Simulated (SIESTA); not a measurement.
The system is Mn.

```
Mn
1.0
     2.48365    0.00000    0.00000
    -1.24182    2.15090    0.00000
     0.00000    0.00000    4.02620
Mn
2
Direct
  0.33333 0.66667 0.25000
  0.66667 0.33333 0.75000
```

This isn't the form of Mn at room conditions, which is a 58-atom cubic cell.

Alike in all runs: program SIESTA 5.4.2; functional PBE; potentials or basis PseudoDojo 0.4 standard (PBE files); basis DZP (energy shift 0.003 Ry; two zetas on semicore shells); grid cutoff 800 Ry; energy shift 0.003 Ry; k mesh 12 × 12 × 7; occupations fermi-dirac, width 0.05 eV.

Starts and where they ended:

| start | free energy over the lowest (meV/atom) | net moment (μB) | site or absolute moments (μB) | gap |
| --- | --- | --- | --- | --- |
| collinear spin, ferromagnetic start of up to 4 μB; fixed moment 0 | 0.0 | 0.00 | - | - |
| collinear spin, ferromagnetic start of up to 4 μB; fixed moment 10 | 4362.2 | 10.00 | Mn +5.00 | - |
| collinear spin, ferromagnetic start of up to 4 μB; fixed moment 8 | 1739.1 | 8.00 | Mn +4.00 | - |
| collinear spin, ferromagnetic start of up to 4 μB; fixed moment 6 | 829.0 | 6.00 | Mn +3.00 | - |
| collinear spin, ferromagnetic start of up to 4 μB | 0.0 | 0.00 | - | none (metal or under the smearing width) |
| collinear spin, ferromagnetic start of up to 4 μB; fixed moment 2 | 120.9 | 2.00 | Mn +1.00 | - |
| collinear spin, ferromagnetic start of up to 4 μB; fixed moment 4 | 427.3 | 4.00 | Mn +2.00 | - |

A still lower state may exist.

Caveats: the basis of atomic orbitals isn't converged, which shifts pressures, moduli and gaps; the total moment is fixed, so each spin has its own Fermi level (some runs); the moment is held away from its start (some runs); the starting moments collapsed, and a magnetic state may lie lower (some runs).
